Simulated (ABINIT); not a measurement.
Crystal: BaTiO3.

```
Ba Ti O
1.0
     4.00600    0.00000    0.00000
     0.00000    4.00600    0.00000
     0.00000    0.00000    4.00600
Ba Ti O
1 1 3
Direct
  0.50000 0.50000 0.50000
  0.00000 0.00000 0.00000
  0.00000 0.00000 0.50000
  0.00000 0.50000 0.00000
  0.50000 0.00000 0.00000
```

Base run:

| Item | Value |
| --- | --- |
| Program | ABINIT 10.8.3 (patched build) |
| Functional | PBE |
| Potentials or basis | PseudoDojo NC SR PBE v0.4.1 standard |
| Cutoff | 952 eV |
| k mesh | 5 × 5 × 5 |
| Occupations | fermi-dirac, width 0.05 eV |
| Spin | no spin polarisation |

Its results: band gap on the k mesh 1.91 eV, indirect (least direct gap 1.93 eV).

Question: The run is repeated on the same cell with these changes: functional from PBE to LDA; potentials or basis from PseudoDojo NC SR PBE v0.4.1 standard to PseudoDojo NC SR LDA v0.4.1 standard. What comes out?

Answer: Band gap on the k mesh 1.83 eV, indirect (least direct gap 1.85 eV).

Caveats: this release of the barium file is off; spin-orbit coupling is left out, which moves the levels of the heavy elements; an odd mesh through Γ misses points on the zone boundary, where band edges often lie.
